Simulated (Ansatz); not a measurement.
# HfSi2As4 monolayer in a perpendicular field

Wanted: the out-of-plane response of the HfSi2As4 monolayer. A positive field points along +c.

Program: Ansatz 0.2.0. Level of theory: plane-wave DFT, PBE-D3(BJ), Ansatz PAW. Results are calculated unless marked as measured.

**1. The starting structure**

The cell holds 7 atoms: 4 As, 2 Si and 1 Hf. Cell: a = 3.630 Å, b = 3.630 Å, c = 50.029 Å, α = 90.0°, β = 90.0°, γ = 120.0°. Vacuum lies along c.

Coordinates:

```cif
data_structure
_symmetry_space_group_name_H-M 'P 1'
_symmetry_Int_Tables_number 1
_cell_length_a 3.6300
_cell_length_b 3.6300
_cell_length_c 50.0295
_cell_angle_alpha 90.000
_cell_angle_beta 90.000
_cell_angle_gamma 120.000
_cell_volume 570.91
loop_
_atom_site_label
_atom_site_type_symbol
_atom_site_fract_x
_atom_site_fract_y
_atom_site_fract_z
_atom_site_occupancy
As1 As 0.00000 0.00000 0.40476 1
Si2 Si 0.33333 0.66667 0.41999 1
As3 As 0.33333 0.66667 0.46457 1
Hf4 Hf 0.00000 0.00000 0.50000 1
As5 As 0.33333 0.66667 0.53543 1
Si6 Si 0.33333 0.66667 0.58001 1
As7 As 0.00000 0.00000 0.59524 1
```

**2. Relaxation**

The starting cell is a guess, so the in-plane lattice and the atoms are relaxed first, with the slab cut off from its images along the normal.

File input.yaml:

```yaml
crystal:
  lattice:
    - [3.63, 0.0, 0.0]
    - [-1.815, 3.1436722157, 0.0]
    - [0.0, 0.0, 50.0294887581]
  atoms:
    - { symbol: As, position: [0.0, 0.0, 0.4047612818] }
    - { symbol: Si, position: [0.3333333333, 0.6666666667, 0.4199917219] }
    - { symbol: As, position: [0.3333333333, 0.6666666667, 0.4645654334] }
    - { symbol: Hf, position: [0.0, 0.0, 0.5] }
    - { symbol: As, position: [0.3333333333, 0.6666666667, 0.5354345666] }
    - { symbol: Si, position: [0.3333333333, 0.6666666667, 0.5800082781] }
    - { symbol: As, position: [0.0, 0.0, 0.5952387182] }
  periodic: [true, true, false]
kpoints:
  mp_grid: { grid: [12, 12, 1] }
hamiltonian:
  xc: pbe
  dispersion: d3bj
scf:
  occupations: { method: fermi_dirac, width: 0.05 }
  convergence: { dr2_threshold: 1.0e-09 }
relax:
  f_tol: 0.004
  max_steps: 90
  cell: {}
output:
  write_potential: true
  write_density: true
  volumetric_format: npy
```

Started as:

```
$ ansatz run input.yaml --threads 4 --pin off --max-ram 6144MiB --backend cpu --events-out ev --progress --plain --runs-dir out
```

Numbers of over 12 decimals in the logs are rounded to 6 here.

The program printed:

```text
Warning: relax.cell: scf.convergence.dr2_threshold = 1e-9 eV is looser than the 1.83533898968e-10 eV advised for a relaxation that steers and ends on the stress (1e-10 eV for each atom of the cell: 7, times the square of relax.cell.stress_2d_tol = 0.05 N/m over 19.5 Å (the atoms' height at the walk's start and 5 Å past either face), 2.560e-2 GPa, over a crystal's default 0.05). What an SCF threshold leaves in a stress goes as its square root, and in the free energy as the threshold itself, and one threshold admits the most on a small cell: [figures from the program's tests cut] Set scf.convergence.dr2_threshold to 1.83533898968e-10 eV or tighter. [rest of the remark cut]
Engine: ansatz 0.2.0, x86_64-unknown-linux-gnu
Pseudopotentials: kind: paw
Pseudopotential: As, paw, valence charge 15, recommended cutoff 420 eV (normal), As.paw.azcp
Pseudopotential: Si, paw, valence charge 4, recommended cutoff 420 eV (normal), Si.paw.azcp
Pseudopotential: Hf, paw, valence charge 26, recommended cutoff 420 eV (normal), Hf.paw.azcp
Functional definition: PBE
  parameter kappa = 0.804
  parameter beta = 0.066725
  exchange = pbe_x(kappa = kappa, mu = beta*pi^2/3)
  correlation = pbe_c(beta = beta)
Crystal: 7 atoms, lattice volume = 570.913 Å³
Basis set: ecut = 420 eV, 10991 PW (Γ), exchange–correlation on 50×50×720 points (8 copies of the dense FFT grid, shifted against one another)
Bands: 57, of which v1, the nominal top of the filled ones, is band 47 counted from 1 (46 counted from 0)
Symmetry: 12 space group operations
Space group: P-6m2 (ITA 187), of the structure as read, at distance tolerance 8.3e-5 Å
k-points: 19 of 144 (time reversal used)
Non-local potential: As, projectors of the file, l = 0: 2, l = 1: 2, l = 2: 3, l = 3: 1
Non-local potential: Si, projectors of the file, l = 0: 2, l = 1: 2, l = 2: 2
Non-local potential: Hf, projectors of the file, l = 0: 3, l = 1: 2, l = 2: 2, l = 3: 3
PAW form: soft (Blöchl's): semilocal exchange-correlation on the pseudo side does not see the compensation charge
PAW one-centre angular grid: As, 590 points (default); XC on 64 Gauss nodes
PAW one-centre angular grid: Si, 110 points (default); XC on 64 Gauss nodes
PAW one-centre angular grid: Hf, 590 points (default); XC on 64 Gauss nodes
Initial density: superposition of atomic densities (neutral atoms: chi_scale 0, normalization atom), corrected by the library's trained network
Initial wavefunctions: pseudopotential atomic-orbital guess
Functional: x = pbe(κ = 0.804, μ = 0.219515), c = pbe(β = 0.066725)
SCF iter   1: F=—  HF=-36419.809207 eV  |F-HF|=—  |Δ(HF+E_count)|=         —  Δρ=2.50e-3  dr2=3.85e-1  ethr=1.77e-3  ⟨swp⟩=11.8  Hψ=6287  notcnv=0  defer=27
preconditioner: auto → LDOS  [metal: Δε(μ)=0.085 eV  Ē_g=10.707 eV  σ=0.050 eV  W_gap=0.35  n_scr=62 (ndim 8)  ℏωp=10.5 eV  f_vac=0.735  D(μ)=2.45/eV (n_scr^D=14)  β→1.0]
SCF iter   2: F=—  HF=-36419.793512 eV  |F-HF|=—  |Δ(HF+E_count)|=   1.57e-2  Δρ=1.73e-3  dr2=2.70e-1  ethr=4.09e-4  ⟨swp⟩=4.6  Hψ=1919  notcnv=0  defer=53
SCF iter   3: F=—  HF=-36419.777663 eV  |F-HF|=—  |Δ(HF+E_count)|=   1.58e-2  Δρ=3.81e-4  dr2=7.27e-3  ethr=2.87e-4  ⟨swp⟩=3.6  Hψ=1438  notcnv=0  defer=53
SCF iter   4: F=—  HF=-36419.777669 eV  |F-HF|=—  |Δ(HF+E_count)|=   5.30e-6  Δρ=2.14e-4  dr2=1.21e-3  ethr=7.74e-6  ⟨swp⟩=3.0  Hψ=1984  notcnv=0  defer=53
SCF iter   5: F=—  HF=-36419.777416 eV  |F-HF|=—  |Δ(HF+E_count)|=   2.53e-4  Δρ=7.57e-5  dr2=7.50e-5  ethr=1.29e-6  ⟨swp⟩=3.0  Hψ=1915  notcnv=0  defer=53
SCF iter   6: F=—  HF=-36419.777376 eV  |F-HF|=—  |Δ(HF+E_count)|=   4.04e-5  Δρ=2.65e-5  dr2=5.88e-6  ethr=7.98e-8  ⟨swp⟩=3.5  Hψ=2035  notcnv=0  defer=53
SCF iter   7: F=—  HF=-36419.777403 eV  |F-HF|=—  |Δ(HF+E_count)|=   2.73e-5  Δρ=7.18e-6  dr2=1.50e-6  ethr=6.25e-9  ⟨swp⟩=3.3  Hψ=2010  notcnv=0  defer=53
SCF iter   8: F=—  HF=-36419.777403 eV  |F-HF|=—  |Δ(HF+E_count)|=   4.01e-7  Δρ=3.31e-6  dr2=1.47e-7  ethr=1.60e-9  ⟨swp⟩=2.9  Hψ=1747  notcnv=0  defer=53
SCF iter   9: F=—  HF=-36419.777403 eV  |F-HF|=—  |Δ(HF+E_count)|=   1.26e-7  Δρ=1.30e-6  dr2=1.85e-8  ethr=1.57e-10  ⟨swp⟩=3.1  Hψ=2359  notcnv=0  defer=53
SCF iter  10: F=—  HF=-36419.777403 eV  |F-HF|=—  |Δ(HF+E_count)|=   1.19e-8  Δρ=3.16e-7  dr2=1.08e-9  ethr=1.97e-11  ⟨swp⟩=3.2  Hψ=2341  notcnv=0  defer=53
SCF iter  11: F=-36419.777403 eV  HF=-36419.777403 eV  |F-HF|=1.96e-9  |Δ(HF+E_count)|=   8.64e-9  Δρ=1.00e-7  dr2=6.23e-11  ethr=1.06e-12  ⟨swp⟩=12.3  Hψ=8187  notcnv=0
SCF 1 converged in 11 iterations: F = -36419.777403 eV  dr2 = 6.23e-11
  greatest PAW one-centre occupation: 0.999 electrons in one spin orbital (limit 2), on the As atom at site 4 (counted from 0), in its partial waves of l = 2
relax step   1: F+E_penalty+E_count = -36419.77740349 eV  Δ(F+E_penalty+E_count) = +0.000e0 eV  max|allowed force component| = 3.178e0 eV/Å  Δτ_max = 0.0000 Å  P = +9.885 N/m  Ω = 570.913 Å³  fix = [c, alpha, beta]  reactions: c +0.000 N/m  (11 SCF iters, accepted)
Crystal: 7 atoms, lattice volume = 571.293 Å³
Initial density: handed on by an earlier stage of this run
Initial wavefunctions: those handed on with the density
iter 1 solved again at ethr=6.01e-4 eV; its pass at ethr=3.10e-3 eV (dr2=5.65e-1 eV) is discarded
SCF iter   1: F=—  HF=-36421.271135 eV  |F-HF|=—  |Δ(HF+E_count)|=         —  Δρ=6.90e-3  dr2=5.60e-1  ethr=6.01e-4  ⟨swp⟩=3.5  Hψ=6017  notcnv=0
preconditioner: auto → LDOS  [metal: Δε(μ)=0.023 eV  Ē_g=10.584 eV  σ=0.050 eV  W_gap=0.11  n_scr=62 (ndim 8)  ℏωp=10.5 eV  f_vac=0.729  D(μ)=1.85/eV (n_scr^D=12)  β→1.0]
SCF iter   2: F=—  HF=-36421.227870 eV  |F-HF|=—  |Δ(HF+E_count)|=   4.33e-2  Δρ=3.43e-3  dr2=2.80e-1  ethr=5.96e-4  ⟨swp⟩=5.4  Hψ=2208  notcnv=0
SCF iter   3: F=—  HF=-36421.178877 eV  |F-HF|=—  |Δ(HF+E_count)|=   4.90e-2  Δρ=1.23e-3  dr2=5.68e-2  ethr=2.98e-4  ⟨swp⟩=4.7  Hψ=2183  notcnv=0  defer=44
SCF iter   4: F=—  HF=-36421.169055 eV  |F-HF|=—  |Δ(HF+E_count)|=   9.82e-3  Δρ=4.47e-4  dr2=7.19e-3  ethr=6.04e-5  ⟨swp⟩=3.7  Hψ=1890  notcnv=0  defer=52
SCF iter   5: F=—  HF=-36421.168281 eV  |F-HF|=—  |Δ(HF+E_count)|=   7.75e-4  Δρ=1.51e-4  dr2=1.76e-4  ethr=7.65e-6  ⟨swp⟩=2.9  Hψ=1570  notcnv=0  defer=52
SCF iter   6: F=—  HF=-36421.168312 eV  |F-HF|=—  |Δ(HF+E_count)|=   3.12e-5  Δρ=5.28e-5  dr2=3.98e-5  ethr=1.87e-7  ⟨swp⟩=3.8  Hψ=2380  notcnv=0  defer=52
SCF iter   7: F=—  HF=-36421.168287 eV  |F-HF|=—  |Δ(HF+E_count)|=   2.45e-5  Δρ=1.80e-5  dr2=2.30e-6  ethr=4.23e-8  ⟨swp⟩=2.9  Hψ=1940  notcnv=0  defer=52
SCF iter   8: F=—  HF=-36421.168311 eV  |F-HF|=—  |Δ(HF+E_count)|=   2.36e-5  Δρ=7.05e-6  dr2=3.01e-7  ethr=2.45e-9  ⟨swp⟩=3.6  Hψ=2563  notcnv=0  defer=52
[...]
SCF iter   4: F=—  HF=-36421.345889 eV  |F-HF|=—  |Δ(HF+E_count)|=   2.71e-3  Δρ=2.09e-4  dr2=1.10e-3  ethr=2.20e-5  ⟨swp⟩=2.7  Hψ=1695  notcnv=0  defer=46
SCF iter   5: F=—  HF=-36421.345691 eV  |F-HF|=—  |Δ(HF+E_count)|=   1.99e-4  Δρ=6.19e-5  dr2=1.85e-5  ethr=1.18e-6  ⟨swp⟩=3.4  Hψ=1714  notcnv=0  defer=48
SCF iter   6: F=—  HF=-36421.345705 eV  |F-HF|=—  |Δ(HF+E_count)|=   1.45e-5  Δρ=1.65e-5  dr2=1.46e-6  ethr=1.97e-8  ⟨swp⟩=3.4  Hψ=2261  notcnv=0  defer=48
SCF iter   7: F=—  HF=-36421.345731 eV  |F-HF|=—  |Δ(HF+E_count)|=   2.55e-5  Δρ=5.93e-6  dr2=1.99e-7  ethr=1.55e-9  ⟨swp⟩=3.1  Hψ=2336  notcnv=0  defer=48
SCF iter   8: F=—  HF=-36421.345731 eV  |F-HF|=—  |Δ(HF+E_count)|=   1.28e-7  Δρ=1.90e-6  dr2=2.19e-8  ethr=2.11e-10  ⟨swp⟩=3.0  Hψ=2301  notcnv=0  defer=48
SCF iter   9: F=—  HF=-36421.345731 eV  |F-HF|=—  |Δ(HF+E_count)|=   1.57e-8  Δρ=7.20e-7  dr2=3.55e-9  ethr=2.33e-11  ⟨swp⟩=3.1  Hψ=2356  notcnv=0  defer=48
SCF iter  10: F=-36421.345731 eV  HF=-36421.345731 eV  |F-HF|=1.27e-9  |Δ(HF+E_count)|=  8.22e-10  Δρ=3.62e-7  dr2=8.13e-10  ethr=1.06e-12  ⟨swp⟩=12.2  Hψ=8445  notcnv=0
SCF 3 converged in 10 iterations: F = -36421.345731 eV  dr2 = 8.13e-10
  greatest PAW one-centre occupation: 0.999 electrons in one spin orbital (limit 2), on the As atom at site 0 (counted from 0), in its partial waves of l = 2
relax step   3: F+E_penalty+E_count = -36421.34573067 eV  Δ(F+E_penalty+E_count) = -1.774e-1 eV  max|allowed force component| = 6.626e-2 eV/Å  Δτ_max = 0.1112 Å  P = +1.966 N/m  Ω = 588.098 Å³  energy of the carried Pulay correction = -7.003e-4 eV  fix = [c, alpha, beta]  reactions: c +0.000 N/m  (10 SCF iters, accepted)
[...]
relax step   4: F+E_penalty+E_count = -36421.36428301 eV  Δ(F+E_penalty+E_count) = -1.855e-2 eV  max|allowed force component| = 5.201e-2 eV/Å  Δτ_max = 0.0513 Å  P = -0.038 N/m  Ω = 603.743 Å³  energy of the carried Pulay correction = -1.320e-3 eV  fix = [c, alpha, beta]  reactions: c -0.000 N/m  (10 SCF iters, accepted)
[...]
relax step   5: F+E_penalty+E_count = -36421.36486030 eV  Δ(F+E_penalty+E_count) = -5.773e-4 eV  max|allowed force component| = 2.791e-3 eV/Å  Δτ_max = 0.0120 Å  P = +0.016 N/m  Ω = 602.443 Å³  energy of the carried Pulay correction = -1.269e-3 eV  fix = [c, alpha, beta]  reactions: c +0.000 N/m  (8 SCF iters, accepted)
Initial wavefunctions: pseudopotential atomic-orbital guess (no wavefunctions were taken with the density)
iter 1 solved again at ethr=4.84e-7 eV; its pass at ethr=3.10e-3 eV (dr2=4.55e-4 eV) is discarded
SCF iter   1: F=—  HF=-36421.366351 eV  |F-HF|=—  |Δ(HF+E_count)|=         —  Δρ=3.10e-5  dr2=6.54e-7  ethr=4.84e-7  ⟨swp⟩=6.8  Hψ=10494  notcnv=0
eigensolver tolerance schedule: the retry pair's looser diagonalisation over-reported the residual by 694.84 of it (diagonalisation noise at 0.12 of the residual, at the tolerance the schedule requests for it); recorded, not acted on — ethr = c·dr2/N_el stays at c = 1.0e-1
SCF iter   2: F=—  HF=-36421.366500 eV  |F-HF|=—  |Δ(HF+E_count)|=   1.50e-4  Δρ=1.45e-5  dr2=1.01e-6  ethr=6.95e-10  ⟨swp⟩=4.8  Hψ=3354  notcnv=0
SCF iter   3: F=—  HF=-36421.366498 eV  |F-HF|=—  |Δ(HF+E_count)|=   2.20e-6  Δρ=6.52e-6  dr2=3.36e-7  ethr=6.95e-10  ⟨swp⟩=3.4  Hψ=2408  notcnv=0
SCF iter   4: F=—  HF=-36421.366498 eV  |F-HF|=—  |Δ(HF+E_count)|=   3.01e-7  Δρ=1.05e-6  dr2=2.04e-8  ethr=3.58e-10  ⟨swp⟩=3.0  Hψ=2435  notcnv=0
SCF iter   5: F=—  HF=-36421.366498 eV  |F-HF|=—  |Δ(HF+E_count)|=   1.28e-8  Δρ=4.29e-7  dr2=5.63e-9  ethr=2.17e-11  ⟨swp⟩=3.5  Hψ=2492  notcnv=0
SCF iter   6: F=-36421.366498 eV  HF=-36421.366498 eV  |F-HF|=1.62e-8  |Δ(HF+E_count)|=   7.42e-8  Δρ=1.46e-7  dr2=2.05e-10  ethr=1.06e-12  ⟨swp⟩=15.1  Hψ=9630  notcnv=0
SCF 6 converged in 6 iterations: F = -36421.366498 eV  dr2 = 2.05e-10
  greatest PAW one-centre occupation: 0.999 electrons in one spin orbital (limit 2), on the As atom at site 6 (counted from 0), in its partial waves of l = 2
relax step   6: F+E_penalty+E_count = -36421.36649799 eV  Δ(F+E_penalty+E_count) = -1.638e-3 eV  max|allowed force component| = 2.888e-3 eV/Å  Δτ_max = 0.0000 Å  P = +0.035 N/m  Ω = 602.443 Å³  fix = [c, alpha, beta]  reactions: c +0.000 N/m  stress off target by 3.50e-2 N/m on what of the cell is left free  SCF on the basis re-selected at this cell (its energy is not comparable with the rows above)  (6 SCF iters)
basis re-selected at this cell: Δ(F+E_penalty+E_count) = -1.638e-3 eV, ΔP = +0.019 N/m vs the last step (what re-selecting the basis moved, of the pressure what is left beyond the Pulay correction that the steps carried, after the strain that the cell walked since its last selection, with what the two solves' SCF thresholds leave and, on support functions, any second-order correction that the steps lacked; it is no m [...]
SCF converged after 6 iterations
Free energy (F): -36421.366498 eV
Harris-Foulkes:  -36421.366498 eV  (|F-HF|=1.62e-8)
Internal energy: -36421.356421 eV  (E = F + TS)
E sigma→0 (E₀):  -36421.361459 eV
Entropy (-TS):   -0.010077 eV (-1.440 meV/atom)
Fermi energy:    -4.993803 eV
--- Per-component energies (eV) ---
  E_band       = -2505.045027
  E_kinetic    = 918.049281
  E_local      = -602085.197102  (includes V_loc(G=0)·N_el)
  E_nonlocal   = -3875.691097
  E_hartree    = 300433.806729
  E_xc         = -727.715107
  E_vxc        = -677.301562  (∫ρ·V_xc dr)
  E_paw        = -15293.177630  (= ΣΔE_a)
  E_vpaw       = 2347.475572  (= ΣTr[D̂ρ^β])
  E_aug_tail   = 0.000045  (compensation charges beyond the density's cutoff)
  E_ewald      = 284210.831166
  E_disp       = -2.262707  (pairwise vdW)
  E_smearing   = -0.010077  (= −TS)
  E_closure    = -0.000000  (closes the sum)
  Σ components = -36421.366498   (vs F -36421.366498, Δ=0.00e0)
--- Forces (eV/Å), atoms counted from 1 ---
  atom   1  As     0.00000000     0.00000000     0.00066749
  atom   2  Si    -0.00000000     0.00000000    -0.00288807
  atom   3  As     0.00000000    -0.00000000    -0.00061901
  atom   4  Hf     0.00000000     0.00000000     0.00000000
  atom   5  As     0.00000000    -0.00000000     0.00061901
  atom   6  Si    -0.00000000     0.00000000     0.00288807
  atom   7  As     0.00000000     0.00000000    -0.00066749
  max |Σ_I F_I| component: 9.25e-18 eV/Å
--- 2D stress c σ (N/m, compression-positive) ---
        0.035041       0.000000      -0.000000
       -0.000000       0.035041      -0.000000
       -0.000000      -0.000000       0.000000
  P = ½ c Tr σ = 0.0350 N/m
--- Band table (eV; the first three rows and the last of 19) ---
  k-point 0: bands = [... 43 lower, -5.8373, -5.8373, -4.8668, -4.8668, -4.2387, -3.3168, -3.0658, -2.1101, ... 6 higher]
  k-point 1: bands = [... 43 lower, -5.9772, -5.9151, -5.0918, -5.0020, -4.1210, -2.7894, -2.7350, -2.0905, ... 6 higher]
  k-point 2: bands = [... 43 lower, -6.0922, -5.8734, -5.6383, -5.3272, -4.2294, -2.9337, -2.8737, -1.8221, ... 6 higher]
  k-point 18: bands = [... 43 lower, -7.6790, -7.4617, -6.4920, -5.6367, -3.6808, -3.1777, -2.7030, -2.4814, ... 6 higher]
  the weakly bound empty levels are not read free of the cell's end (no_gap_told)
--- Relaxed structure (5 steps of the walk, 5 accepted, 1 SCFs on fresh bases) ---
  F+E_penalty+E_count = -36421.36649799 eV   max|allowed force component| = 2.888e-3 eV/Å   (the final SCF, on the basis selected at the relaxed cell)
  cell:  # Å, volume = 602.4434 Å³
    - [3.728892, 0, 0]
    - [-1.864446, 3.229315, 0]
    - [0, 0, 50.0294887581]
  atoms:
    - { symbol: As, position: [9.93290477473026e-18, -5.2638551249640094e-17, 0.400410] }
    - { symbol: Si, position: [0.333333, 0.666667, 0.421854] }
    - { symbol: As, position: [0.333333, 0.666667, 0.468475] }
    - { symbol: Hf, position: [1.057355261855499e-17, -5.1357255561990634e-17, 0.500000] }
    - { symbol: As, position: [0.333333, 0.666667, 0.531525] }
    - { symbol: Si, position: [0.333333, 0.666667, 0.578146] }
    - { symbol: As, position: [1.1214200462379723e-17, -5.007595987434117e-17, 0.599590] }
```

Run time: 64 s. Hardware: 4 threads of Intel Xeon 6975P-C (Granite Rapids), shared host; peak memory 1.4 GiB; 4.1 min of CPU time.

Relaxation path:

```csv
step,energy less that of the first step (eV),largest force component (eV/Å),volume (Å³)
1,0.0000,3.1776,570.91
2,-1.3909,0.8871,571.29
3,-1.5683,0.0663,588.10
4,-1.5869,0.0520,603.74
5,-1.5875,0.0028,602.44
6*,-1.5891,0.0029,602.44
```

Relaxation steps marked * repeat the geometry before them on a plane-wave basis chosen anew for their cell, so energy and pressure can jump there.

The run keeps the 12 symmetry operations that it works with, so distortions that break them were not tested.

```csv
cell as run,before,after,change
a (Å),3.630,3.729,+2.7 %
b (Å),3.630,3.729,+2.7 %
```

The atoms that moved most (Å, along periodic axes as changes of fractional coordinates times the final cell, across vacuum about the mean position):

```csv
atom,dx,dy,dz,length
As1,0.000,0.000,-0.218,0.218
As7,0.000,0.000,0.218,0.218
As3,0.000,0.000,0.196,0.196
As5,0.000,0.000,-0.196,0.196
Si2,0.000,0.000,0.093,0.093
Si6,0.000,0.000,-0.093,0.093
```

The relaxed structure:

```cif
data_structure
_symmetry_space_group_name_H-M 'P 1'
_symmetry_Int_Tables_number 1
_cell_length_a 3.7289
_cell_length_b 3.7289
_cell_length_c 50.0295
_cell_angle_alpha 90.000
_cell_angle_beta 90.000
_cell_angle_gamma 120.000
_cell_volume 602.44
loop_
_atom_site_label
_atom_site_type_symbol
_atom_site_fract_x
_atom_site_fract_y
_atom_site_fract_z
_atom_site_occupancy
As1 As 0.00000 0.00000 0.40041 1
Si2 Si 0.33333 0.66667 0.42185 1
As3 As 0.33333 0.66667 0.46848 1
Hf4 Hf 0.00000 0.00000 0.50000 1
As5 As 0.33333 0.66667 0.53152 1
Si6 Si 0.33333 0.66667 0.57815 1
As7 As 0.00000 0.00000 0.59959 1
```

This step gave:

| Item | Value |
| --- | --- |
| energy at zero smearing | -36421.3615 eV |

The lattice constant a goes from 3.630 to 3.729 Å.

(Part 1 of 2 ends here.)

[Logs are printed without paths, hosts, clocks, repeated set-up lines and the standing remarks that a program may print on its own settings, such as how far it seeks lower states.]

[Hosts, paths, dates, database ids (printed as entryN), source tags and the programs' standing remarks are cut or masked in the printed files.]

[Maps of the electrostatic potential energy from Ansatz leave out the sawtooth potential of an applied field or a dipole correction, so their vacuum need not be flat; planar profiles and work functions include it.]
